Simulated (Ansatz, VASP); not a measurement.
BN in VASP and in Ansatz

```
N B
1.0
     2.55394    0.00000    0.00000
    -1.27697    2.21178    0.00000
     0.00000    0.00000    4.22685
N B
2 2
Cartesian
  0.0000 1.4745 0.5295
  1.2770 0.7373 2.6430
  0.0000 1.4745 2.1123
  1.2770 0.7373 4.2257
```

Measurements of this composition are mostly on another form, of space group No. 194.

Alike in both runs: functional LDA; k mesh 12 × 12 × 6; occupations fermi-dirac, width 0.05 eV; no spin polarisation.

|  | VASP | Ansatz |
| --- | --- | --- |
| version | VASP 6.6.1 | Ansatz 0.2.0 |
| potentials or method | VASP PAW LDA potentials, release 64 (N, B) | Ansatz PAW |
| plane-wave cutoff (eV) | 520 | 420 |
| valence electrons in the cell | 16 | 16 |
| task | single point | band structure |

Ansatz gave:

```
gap on the k mesh at the Fermi level (eV)       : 4.99
least direct gap on the mesh (eV)               : 8.12
pressure (GPa)                                  : -13.7
largest component of the traceless stress (GPa) : 0.27
rms of the force components (eV/Å)              : 0.013
```

Task: Estimate VASP's values.

Result: gap on the k mesh at the Fermi level (eV): 4.96; least direct gap on the mesh (eV): 8.11; pressure (GPa): -12.9; largest component of the traceless stress (GPa): 0.29; rms of the force components (eV/Å): 0.012.

Atom by atom the forces differ by 0.001 eV/Å (rms over components).

Caveats: the pressure holds a Pulay correction of +1.3 GPa for the finite cutoff (Ansatz); the PAW data sets come from PBE, with cores solved anew for the run's functional, which leaves a small shift of forces and pressure (Ansatz). A k mesh can miss the band edges. Expect the measured gap to be larger: semilocal functionals such as LDA lack the derivative discontinuity.
